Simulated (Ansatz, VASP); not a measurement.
Two plane-wave programs on Tc

```
CELL_PARAMETERS angstrom
2.68658 0.00000 0.00000
-1.34329 2.32665 0.00000
0.00000 0.00000 4.29950
ATOMIC_POSITIONS crystal
Tc 0.33333 0.66667 0.25000
Tc 0.66667 0.33333 0.75000
```

Alike in both runs: functional PBEsol; k mesh 18 × 18 × 10; occupations gaussian, width 0.05 eV; no spin polarisation.

Ansatz relaxed the structure, and its values are those at the end. VASP's run is a single point on that final structure, the one shown.

```csv
,VASP,Ansatz
version,VASP 6.6.1,Ansatz 0.2.0
potentials or method,"VASP PAW PBE potentials, release 64 (Tc_pv)","scalar-relativistic, plane waves, PAW"
plane-wave cutoff (eV),520,600
valence electrons in the cell,26,30
```

```csv
,VASP,Ansatz,Ansatz less VASP
gap on the k mesh at the Fermi level (eV),none,none,-
pressure (GPa),13.9,14.6,+0.71
```

A gap of «none» marks a metal or a gap that the smearing closes. The functional is the same, so the differences come from potentials, cutoffs and numerics. The two sets of potentials don't hold the same shells in valence.

Caveats: the PAW data sets were made with another functional, which shifts forces and pressure a little (VASP).
